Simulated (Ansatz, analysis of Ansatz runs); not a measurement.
## TiO2 (I4_1/amd), nudged elastic band: V_Ti hop (3.8 Å) (q = −4)

Aim: the barrier of one jump in TiO2 (I4_1/amd) at charge −4: V_Ti hop (3.8 Å). The model is a cell of 96 host atoms with 1 Ti taken out; Ti is the atom that moves.

Program: Ansatz 0.2.0. Level of theory: plane-wave PAW DFT, PBEsol; nudged elastic band between two relaxed defect structures at fixed charge in a uniform background. Results are calculated unless marked as measured.

This is a report of a sequence of runs, with most program output left out.

### Step 1. The starting structure

The cell holds 95 atoms: 31 Ti and 64 O. Cell: a = 10.660 Å, b = 10.660 Å, c = 9.558 Å, α = 90.0°, β = 90.0°, γ = 90.0°. It derives from TiO2 (space group I4_1/amd). Nearest the centre at fractional (0.625, 0.625, 0.500): O80 at 0.41 Å, Ti74 at 1.88 Å, Ti76 at 2.39 Å, O43 at 2.70 Å, O90 at 2.70 Å, O89 at 2.70 Å, O66 at 2.70 Å, O85 at 2.74 Å. The cell carries charge −4.

The cell's shortest repeat is 9.6 Å.

### Step 2. Relaxation of the start point, charge −4

A barrier is counted from a minimum, so both ends are relaxed first. Small random displacements break the symmetry of the ideal sites, so that the defect can distort if it gains by it. The charge of −4 is set by the electron count, and a uniform background keeps the cell neutral.

The input, qm4.start/input.yaml:

```yaml
crystal:
  lattice:
    - [7.53758642, 7.53758642, 0.0]
    - [-7.53758642, 7.53758642, 0.0]
    - [0.0, 0.0, 9.55830747]
  atoms:
    - { symbol: Ti, position: [0.0, 0.0, 0.0] }
    - { symbol: Ti, position: [0.0, 0.25, 0.5] }
[... 5 atom lines left out ...]
    - { symbol: Ti, position: [0.375, 0.375, 0.25] }
[... 3 atom lines left out ...]
    - { symbol: O, position: [0.375, 0.375, 0.45743051] }
[... 13 atom lines left out ...]
    - { symbol: Ti, position: [0.0, 0.75, 0.5] }
    - { symbol: Ti, position: [0.25, 0.5, 0.5] }
[... 3 atom lines left out ...]
    - { symbol: Ti, position: [0.375, 0.625, 0.75] }
    - { symbol: Ti, position: [0.375, 0.875, 0.25] }
[... 3 atom lines left out ...]
    - { symbol: O, position: [0.375, 0.875, 0.45743051] }
    - { symbol: O, position: [0.0, 0.5, 0.20743051] }
    - { symbol: O, position: [0.0, 0.75, 0.70743051] }
    - { symbol: O, position: [0.25, 0.5, 0.70743051] }
[... 3 atom lines left out ...]
    - { symbol: O, position: [0.375, 0.625, 0.54256949] }
[... 1 atom line left out ...]
    - { symbol: O, position: [0.0, 0.5, 0.79256949] }
    - { symbol: O, position: [0.0, 0.75, 0.29256949] }
    - { symbol: O, position: [0.25, 0.5, 0.29256949] }
    - { symbol: O, position: [0.25, 0.75, 0.79256949] }
[... 1 atom line left out ...]
    - { symbol: Ti, position: [0.5, 0.25, 0.5] }
    - { symbol: Ti, position: [0.75, 0.0, 0.5] }
[... 2 atom lines left out ...]
    - { symbol: Ti, position: [0.625, 0.375, 0.75] }
[... 1 atom line left out ...]
    - { symbol: Ti, position: [0.875, 0.375, 0.25] }
[... 3 atom lines left out ...]
    - { symbol: O, position: [0.875, 0.375, 0.45743051] }
[... 1 atom line left out ...]
    - { symbol: O, position: [0.5, 0.25, 0.70743051] }
    - { symbol: O, position: [0.75, 0.0, 0.70743051] }
[... 2 atom lines left out ...]
    - { symbol: O, position: [0.625, 0.375, 0.54256949] }
[... 2 atom lines left out ...]
    - { symbol: O, position: [0.5, 0.0, 0.79256949] }
    - { symbol: O, position: [0.5, 0.25, 0.29256949] }
    - { symbol: O, position: [0.75, 0.0, 0.29256949] }
    - { symbol: O, position: [0.75, 0.25, 0.79256949] }
[... 1 atom line left out ...]
    - { symbol: Ti, position: [0.75, 0.5, 0.5] }
[... 1 atom line left out ...]
    - { symbol: Ti, position: [0.625, 0.625, 0.25] }
    - { symbol: Ti, position: [0.625, 0.875, 0.75] }
    - { symbol: Ti, position: [0.875, 0.625, 0.75] }
    - { symbol: Ti, position: [0.875, 0.875, 0.25] }
    - { symbol: O, position: [0.625, 0.625, 0.45743051] }
[... 2 atom lines left out ...]
    - { symbol: O, position: [0.875, 0.875, 0.45743051] }
    - { symbol: O, position: [0.5, 0.5, 0.20743051] }
    - { symbol: O, position: [0.5, 0.75, 0.70743051] }
    - { symbol: O, position: [0.75, 0.5, 0.70743051] }
    - { symbol: O, position: [0.75, 0.75, 0.20743051] }
    - { symbol: O, position: [0.625, 0.625, 0.04256949] }
    - { symbol: O, position: [0.625, 0.875, 0.54256949] }
    - { symbol: O, position: [0.875, 0.625, 0.54256949] }
[... 1 atom line left out ...]
    - { symbol: O, position: [0.5, 0.5, 0.79256949] }
    - { symbol: O, position: [0.5, 0.75, 0.29256949] }
    - { symbol: O, position: [0.75, 0.5, 0.29256949] }
    - { symbol: O, position: [0.75, 0.75, 0.79256949] }
total_charge: -4
basis:
  ecutwfc: 420
  xc_grid: 2
hamiltonian:
  xc: pbesol
kpoints:
  mp_grid: { grid: [1, 1, 1], shift: [0.25, 0.25, 0.25] }
scf:
  occupations: { method: fixed }
  max_iter: 120
output:
  forces: true
relax:
  f_tol: 0.02
  max_steps: 70
  random_displacement: { amplitude: 0.03, seed: 1565 }
```

Command:

```bash
ansatz run input.yaml --threads 32 --pin off --max-ram 84787MiB --backend cuda --events-out ev --progress --plain --runs-dir out --max-vram 78GiB
```

Elapsed: 4.3 s, on 1 × NVIDIA GB200 with 32 threads of Arm Neoverse V2, shared host; peak memory 1.4 GiB; 16 s of CPU time.

Relaxation path:

```tsv
step	energy less that of the first step (eV)	largest force component (eV/Å)
1	0.0000	4.3542
3	-4.2326	0.9883
5	-4.3499	0.0428
6	-4.3508	0.0116
```

The atoms that moved most (Å, from the sites as typed, ahead of the random displacement, the mean shift of all atoms taken out):

```tsv
atom	dx	dy	dz	length
O93	0.000	0.001	-0.369	0.369
O85	-0.002	-0.001	0.368	0.368
Ti77	0.000	-0.090	-0.111	0.143
Ti76	-0.089	0.000	0.112	0.143
Ti32	0.087	-0.001	0.112	0.142
Ti31	-0.001	0.085	-0.111	0.140
O35	0.000	-0.049	0.070	0.085
O81	0.000	0.047	0.069	0.084
```

Neighbours of Ti74 at the end:

```tsv
atom	distance (Å)
O80	1.812
O90	1.943
O66	1.944
O94	1.976
O60	1.991
O86	2.037
Ti76	2.940
Ti56	3.032
Ti78	3.079
Ti54	3.079
```

Numbers from this step:

```
free energy                                                                                       : -112678.2309 eV
r.m.s. move of the farther half of the atoms                                                      : 0.03230 Å
largest move from the ideal geometry of this structure, a common shift of the far atoms taken out : 0.3743 Å
```

The relaxation gained 4.351 eV and ended with a largest force component of 0.012 eV/Å.

### Step 3. Relaxation of the end point, charge −4

The end point is relaxed in the same cell and settings, so that the two energies compare. Atoms more than 3.2 Å from the middle of the hop start where the first relaxation left them, the nearer ones on or close to their ideal places, with small random displacements.

The input, qm4.end/input.yaml:

```yaml
crystal:
  lattice:
    - [7.53758642, 7.53758642, 0.0]
    - [-7.53758642, 7.53758642, 0.0]
    - [0.0, 0.0, 9.55830747]
  atoms:
    - { symbol: Ti, position: [-2.985e-05, -0.00068132, -0.00011122] }
    - { symbol: Ti, position: [4.925e-05, 0.25003731, 0.50016378] }
[... 40 atom lines left out ...]
    - { symbol: O, position: [0.375, 0.625, 0.54256949] }
[... 22 atom lines left out ...]
    - { symbol: O, position: [0.625, 0.375, 0.54256949] }
[... 7 atom lines left out ...]
    - { symbol: Ti, position: [0.5, 0.75, 0.5] }
[... 1 atom line left out ...]
    - { symbol: Ti, position: [0.625, 0.625, 0.25] }
[... 3 atom lines left out ...]
    - { symbol: O, position: [0.625, 0.625, 0.45743051] }
[... 4 atom lines left out ...]
    - { symbol: O, position: [0.5, 0.75, 0.70743051] }
    - { symbol: O, position: [0.75, 0.5, 0.70743051] }
    - { symbol: O, position: [0.75250788, 0.74777882, 0.20742095] }
[... 1 atom line left out ...]
    - { symbol: O, position: [0.625, 0.875, 0.54256949] }
    - { symbol: O, position: [0.875, 0.625, 0.54256949] }
[... 2 atom lines left out ...]
    - { symbol: O, position: [0.5, 0.75, 0.29256949] }
    - { symbol: O, position: [0.75, 0.5, 0.29256949] }
    - { symbol: O, position: [0.7523434, 0.75207419, 0.79270683] }
total_charge: -4
basis:
  ecutwfc: 420
  xc_grid: 2
hamiltonian:
  xc: pbesol
kpoints:
  mp_grid: { grid: [1, 1, 1], shift: [0.25, 0.25, 0.25] }
scf:
  occupations: { method: fixed }
  max_iter: 120
output:
  forces: true
relax:
  f_tol: 0.02
  max_steps: 70
  random_displacement: { amplitude: 0.01, seed: 1565 }
```

It took 4.6 s on 1 × NVIDIA GB200 with 32 threads; peak memory 1.3 GiB.

The steps of the relaxation:

```tsv
step	energy less that of the first step (eV)	largest force component (eV/Å)
1	0.0000	5.5101
3	-5.4684	1.1124
5	-5.6265	0.0497
6	-5.6276	0.0151
```

The atoms that moved most (Å, from the sites as typed, ahead of the random displacement):

```tsv
atom	dx	dy	dz	length
O94	0.002	0.001	-0.371	0.371
O86	0.000	0.000	0.366	0.366
Ti76	0.091	0.000	0.111	0.143
Ti78	0.016	-0.079	-0.115	0.141
Ti77	0.015	0.080	0.115	0.140
Ti54	0.015	0.078	-0.115	0.140
Ti31	0.015	-0.076	0.115	0.139
Ti32	-0.081	0.000	-0.101	0.129
```

Neighbours of Ti74 at the end:

```tsv
atom	distance (Å)
O80	1.812
O89	1.943
O43	1.944
O93	1.976
O36	1.992
O85	2.037
Ti76	2.940
Ti32	3.031
Ti77	3.078
Ti31	3.079
```

Numbers from this step:

* free energy: -112678.2308 eV
* r.m.s. move of the farther half of the atoms: 0.03211 Å
* largest move from the ideal geometry of this structure, a common shift of the far atoms taken out: 0.3759 Å

The relaxation gained 5.628 eV and ended with a largest force component of 0.015 eV/Å. The end lies within 1 meV of the start.

### Step 4. Nudged elastic band, charge −4

5 movable images are laid between the ends on a pair-potential path, which keeps atoms from colliding in the first guess. Each image feels the true force across the path and a spring force along it. The highest image is set to climb to the top of the path.

This step: plane-wave PAW DFT, PBEsol; nudged elastic band between two relaxed defect structures at fixed charge in a uniform background.

The input, qm4.neb/input.yaml:

```yaml
crystal:
  lattice:
    - [7.53758642, 7.53758642, 0.0]
    - [-7.53758642, 7.53758642, 0.0]
    - [0.0, 0.0, 9.55830747]
  atoms:
    - { symbol: Ti, position: [-0.00022713, -0.00069706, -6.358e-05] }
    - { symbol: Ti, position: [-0.00014804, 0.25002157, 0.50021141] }
    - { symbol: Ti, position: [0.25368489, -0.00387301, 0.49516291] }
    - { symbol: Ti, position: [0.25050307, 0.25008212, -8.13e-05] }
    - { symbol: Ti, position: [0.1250868, 0.12465342, 0.25113489] }
    - { symbol: Ti, position: [0.12527098, 0.37535096, 0.74867004] }
    - { symbol: Ti, position: [0.37526465, 0.12327538, 0.7505757] }
    - { symbol: Ti, position: [0.37529, 0.37655581, 0.2496511] }
    - { symbol: O, position: [0.1238332, 0.12574872, 0.45663762] }
    - { symbol: O, position: [0.12512576, 0.3752454, 0.95868677] }
    - { symbol: O, position: [0.37568181, 0.12636214, 0.9568286] }
    - { symbol: O, position: [0.37460064, 0.37416886, 0.45747891] }
    - { symbol: O, position: [-0.00171962, 0.00070236, 0.20716671] }
    - { symbol: O, position: [-0.00015811, 0.25005293, 0.70883963] }
    - { symbol: O, position: [0.2513331, -0.00153016, 0.7082087] }
    - { symbol: O, position: [0.24920465, 0.25150654, 0.20714407] }
    - { symbol: O, position: [0.12511544, 0.12467542, 0.04141802] }
    - { symbol: O, position: [0.12401911, 0.37412398, 0.54387994] }
    - { symbol: O, position: [0.37462963, 0.12567708, 0.54276384] }
    - { symbol: O, position: [0.37573503, 0.37353967, 0.04330863] }
    - { symbol: O, position: [0.00142221, 0.00073271, 0.79277837] }
    - { symbol: O, position: [3.688e-05, 0.25014767, 0.29188122] }
    - { symbol: O, position: [0.246738, 0.00326974, 0.28873816] }
    - { symbol: O, position: [0.24918123, 0.24841304, 0.79280729] }
    - { symbol: Ti, position: [-8.339e-05, 0.50075111, -9.483e-05] }
    - { symbol: Ti, position: [-0.00018171, 0.74999267, 0.50003825] }
    - { symbol: Ti, position: [0.25383947, 0.50393121, 0.50488591] }
    - { symbol: Ti, position: [0.2544397, 0.74998062, -3.743e-05] }
    - { symbol: Ti, position: [0.12646405, 0.62530932, 0.249683] }
    - { symbol: Ti, position: [0.126453, 0.87460353, 0.75059698] }
    - { symbol: Ti, position: [0.38045101, 0.63065104, 0.73842363] }
    - { symbol: Ti, position: [0.38051514, 0.86914709, 0.26183336] }
    - { symbol: O, position: [0.12401226, 0.62468955, 0.45753226] }
    - { symbol: O, position: [0.1233239, 0.87408546, 0.9568273] }
    - { symbol: O, position: [0.37160036, 0.62171764, 0.96480004] }
    - { symbol: O, position: [0.37061315, 0.87896063, 0.4518838] }
    - { symbol: O, position: [0.00135785, 0.49934738, 0.20713126] }
    - { symbol: O, position: [-0.00028358, 0.75007766, 0.70709255] }
    - { symbol: O, position: [0.24701389, 0.49684356, 0.71171215] }
    - { symbol: O, position: [0.24734781, 0.7521606, 0.20745945] }
    - { symbol: O, position: [0.12342284, 0.62584925, 0.04336044] }
    - { symbol: O, position: [0.12406081, 0.87516478, 0.54279732] }
    - { symbol: O, position: [0.3706964, 0.62098059, 0.54821061] }
    - { symbol: O, position: [0.37158341, 0.87816705, 0.03558743] }
    - { symbol: O, position: [-0.00150196, 0.49946705, 0.79276406] }
    - { symbol: O, position: [-0.00010181, 0.75007207, 0.29306524] }
    - { symbol: O, position: [0.2512707, 0.50139201, 0.29201972] }
    - { symbol: O, position: [0.24729375, 0.74768377, 0.79273899] }
    - { symbol: Ti, position: [0.49974806, -0.0045586, 4.86e-05] }
    - { symbol: Ti, position: [0.49989577, 0.24994642, 0.50004885] }
    - { symbol: Ti, position: [0.74580934, -0.00408087, 0.50508486] }
    - { symbol: Ti, position: [0.74924551, 0.24986345, -5.564e-05] }
    - { symbol: Ti, position: [0.62443828, 0.1232059, 0.24958698] }
    - { symbol: Ti, position: [0.62447816, 0.37659658, 0.75060827] }
    - { symbol: Ti, position: [0.87431051, 0.12446748, 0.74851244] }
    - { symbol: Ti, position: [0.87444111, 0.37527429, 0.25109299] }
    - { symbol: O, position: [0.6250277, 0.12561309, 0.45752265] }
    - { symbol: O, position: [0.62396503, 0.37343566, 0.95681925] }
    - { symbol: O, position: [0.87444945, 0.12456643, 0.95866101] }
    - { symbol: O, position: [0.87564772, 0.37396037, 0.45661199] }
    - { symbol: O, position: [0.49759301, 0.00243799, 0.20746383] }
    - { symbol: O, position: [0.49979006, 0.25001641, 0.70710367] }
    - { symbol: O, position: [0.75286838, 0.00286548, 0.71171952] }
    - { symbol: O, position: [0.75060264, 0.2483895, 0.20716596] }
    - { symbol: O, position: [0.62397466, 0.12630068, 0.04336911] }
    - { symbol: O, position: [0.62501701, 0.37418935, 0.5428] }
    - { symbol: O, position: [0.87567476, 0.12583363, 0.54385315] }
    - { symbol: O, position: [0.87455733, 0.3752495, 0.04136045] }
    - { symbol: O, position: [0.50208255, 0.00242471, 0.79274291] }
    - { symbol: O, position: [0.49995172, 0.25001631, 0.29306021] }
    - { symbol: O, position: [0.74840626, -0.00145084, 0.29203717] }
    - { symbol: O, position: [0.7505168, 0.25143419, 0.7927602] }
    - { symbol: Ti, position: [0.49988355, 0.50452251, -8.514e-05] }
    - { symbol: Ti, position: [0.74599129, 0.50383, 0.49514263] }
    - { symbol: Ti, position: [0.74518445, 0.74999821, 1.68e-06] }
    - { symbol: Ti, position: [0.61890709, 0.63081351, 0.26178152] }
    - { symbol: Ti, position: [0.61887187, 0.86899569, 0.73845323] }
    - { symbol: Ti, position: [0.87318154, 0.62533484, 0.75058776] }
    - { symbol: Ti, position: [0.87313207, 0.87451777, 0.24959783] }
    - { symbol: O, position: [0.62883232, 0.62070946, 0.45188302] }
    - { symbol: O, position: [0.62794591, 0.87808267, 0.96475695] }
    - { symbol: O, position: [0.87624334, 0.62579362, 0.95680088] }
    - { symbol: O, position: [0.87551493, 0.87520251, 0.45747731] }
    - { symbol: O, position: [0.50200434, 0.49748952, 0.20742975] }
    - { symbol: O, position: [0.49961528, 0.75000266, 0.74600615] }
    - { symbol: O, position: [0.74846497, 0.50135138, 0.70819854] }
    - { symbol: O, position: [0.7523106, 0.74776309, 0.20746859] }
    - { symbol: O, position: [0.62805778, 0.62169559, 0.03573438] }
    - { symbol: O, position: [0.62884282, 0.87893655, 0.54825312] }
    - { symbol: O, position: [0.87550122, 0.62481205, 0.54274656] }
    - { symbol: O, position: [0.87618852, 0.87408743, 0.04333633] }
    - { symbol: O, position: [0.49776317, 0.4976277, 0.79273597] }
    - { symbol: O, position: [0.49986536, 0.75004999, 0.25405159] }
    - { symbol: O, position: [0.75313682, 0.49682309, 0.28873261] }
    - { symbol: O, position: [0.75214611, 0.75205846, 0.79275446] }
total_charge: -4
basis:
  ecutwfc: 420
  xc_grid: 2
hamiltonian:
  xc: pbesol
kpoints:
  mp_grid: { grid: [1, 1, 1], shift: [0.25, 0.25, 0.25] }
scf:
  occupations: { method: fixed }
  max_iter: 120
output:
  forces: true
neb:
  images: 5
  f_tol: 0.04
  climbing: true
  initial_path: idpp
  max_iterations: 45
  order_check: false
  final_atoms:
    - { symbol: Ti, position: [-0.00083137, -3.468e-05, -3.949e-05] }
    - { symbol: Ti, position: [-0.00410635, 0.25392098, 0.49517487] }
[... 40 atom lines left out ...]
    - { symbol: O, position: [0.37402488, 0.62522109, 0.54274042] }
[... 22 atom lines left out ...]
    - { symbol: O, position: [0.62076981, 0.37111479, 0.548303] }
[... 7 atom lines left out ...]
    - { symbol: Ti, position: [0.5037755, 0.74603879, 0.49511791] }
[... 1 atom line left out ...]
    - { symbol: Ti, position: [0.63074583, 0.61900523, 0.26170982] }
[... 3 atom lines left out ...]
    - { symbol: O, position: [0.6207292, 0.62902856, 0.451788] }
[... 4 atom lines left out ...]
    - { symbol: O, position: [0.50127346, 0.74852338, 0.70815215] }
    - { symbol: O, position: [0.7496776, 0.50005964, 0.74589073] }
    - { symbol: O, position: [0.74751537, 0.75254128, 0.20744497] }
[... 1 atom line left out ...]
    - { symbol: O, position: [0.62448368, 0.87578608, 0.54274889] }
    - { symbol: O, position: [0.87872142, 0.62890366, 0.54834115] }
[... 2 atom lines left out ...]
    - { symbol: O, position: [0.49664372, 0.75333631, 0.28873473] }
    - { symbol: O, position: [0.74992646, 0.50000312, 0.25386261] }
    - { symbol: O, position: [0.75188999, 0.75245651, 0.79272843] }
```

Run time: 76 s. Hardware: 1 × NVIDIA GB200 with 32 threads; peak memory 2.1 GiB.

Images along the path:

```tsv
image	path (Å)	energy (eV)	Ti74: x, y, z (Å)
0	0.000	0.0000	1.825, 9.421, 4.733
1	1.086	0.7000	1.438, 9.421, 4.882
2	2.172	2.6130	0.796, 9.419, 5.444
3	3.751	1.6250	0.043, 10.081, 5.681
4	5.331	2.0210	-0.103, 10.137, 5.639
5	6.912	1.4590	-1.249, 9.598, 4.949
6	8.492	0.0000	-1.826, 9.421, 4.732
```

Numbers from this step:

```
free energy      : -112675.6180 eV
barrier forward  : 2.613 eV
barrier backward : 2.613 eV
end less start   : 1.39e-4 eV
hop length       : 3.651 Å
```

Track of the atom that was set to move:

```tsv
image	x (Å)	y (Å)	z (Å)	nearest neighbour	distance (Å)
0	1.825	9.421	4.733	O	1.812
1	1.438	9.421	4.882	O	1.75
2	0.796	9.419	5.444	O	1.734
3	0.044	10.08	5.681	O	1.714
4	-0.103	10.14	5.639	O	1.714
5	-1.249	9.598	4.949	O	1.707
6	-1.826	9.421	4.732	O	1.812
```

The band met its tolerance of 0.04 eV/Å after 33 iterations, with image 2 on top (the start counts as 0). Ti74, which moves farthest between the ends, has 6 O at 1.81 to 2.04 Å nearest at the start and 4 O at 1.73 to 1.97 Å at the top. The path has 2 maxima, and only the highest was climbed. In at least one step between neighbouring images a covalent bond changes partner or an atom goes far. The images sample such a step coarsely, so the top may lie higher.

### Step 5. Single point at the start point, PBEsol, denser k-mesh

Three single points on a mesh of more k-points (start, top, end) test the sampling. The start is shown; top and end are run alike.

This step: plane-wave PAW DFT, PBEsol; single point of a defect supercell on a structure of the PBEsol path.

The input, qm4.start.mesh/input.yaml:

```yaml
crystal:
  lattice:
    - [7.53758642, 7.53758642, 0.0]
    - [-7.53758642, 7.53758642, 0.0]
    - [0.0, 0.0, 9.55830747]
  atoms:
    - { symbol: Ti, position: [-0.00022713, -0.00069706, -6.358e-05] }
    - { symbol: Ti, position: [-0.00014804, 0.25002157, 0.50021141] }
[... 40 atom lines left out ...]
    - { symbol: O, position: [0.3706964, 0.62098059, 0.54821061] }
[... 22 atom lines left out ...]
    - { symbol: O, position: [0.62501701, 0.37418935, 0.5428] }
[... 7 atom lines left out ...]
    - { symbol: Ti, position: [0.74599129, 0.50383, 0.49514263] }
[... 1 atom line left out ...]
    - { symbol: Ti, position: [0.61890709, 0.63081351, 0.26178152] }
[... 3 atom lines left out ...]
    - { symbol: O, position: [0.62883232, 0.62070946, 0.45188302] }
[... 4 atom lines left out ...]
    - { symbol: O, position: [0.49961528, 0.75000266, 0.74600615] }
    - { symbol: O, position: [0.74846497, 0.50135138, 0.70819854] }
    - { symbol: O, position: [0.7523106, 0.74776309, 0.20746859] }
[... 1 atom line left out ...]
    - { symbol: O, position: [0.62884282, 0.87893655, 0.54825312] }
    - { symbol: O, position: [0.87550122, 0.62481205, 0.54274656] }
[... 2 atom lines left out ...]
    - { symbol: O, position: [0.49986536, 0.75004999, 0.25405159] }
    - { symbol: O, position: [0.75313682, 0.49682309, 0.28873261] }
    - { symbol: O, position: [0.75214611, 0.75205846, 0.79275446] }
total_charge: -4
basis:
  ecutwfc: 420
  xc_grid: 2
hamiltonian:
  xc: pbesol
kpoints:
  mp_grid: { grid: [2, 2, 2], shift: [0.5, 0.5, 0.5] }
scf:
  occupations: { method: fixed }
  max_iter: 120
output:
  forces: true
  eigenvalues: true
checkpoint:
  write: "../qm4.start.mesh.run"
  compress: false
  write_wavefunctions: false
  write_every: 100000
```

Run time: 2.9 s. Hardware: 1 × NVIDIA GB200 with 32 threads; peak memory 1.3 GiB.

This step gave:

```yaml
free_energy: -112678.2301 eV
```

(Part 1 of 2 ends here.)

[Logs are printed without paths, hosts, clocks, repeated set-up lines and the standing remarks that a program may print on its own settings, such as how far it seeks lower states.]

[Hosts, paths, dates, database ids (printed as entryN), source tags and the programs' standing remarks are cut or masked in the printed files.]
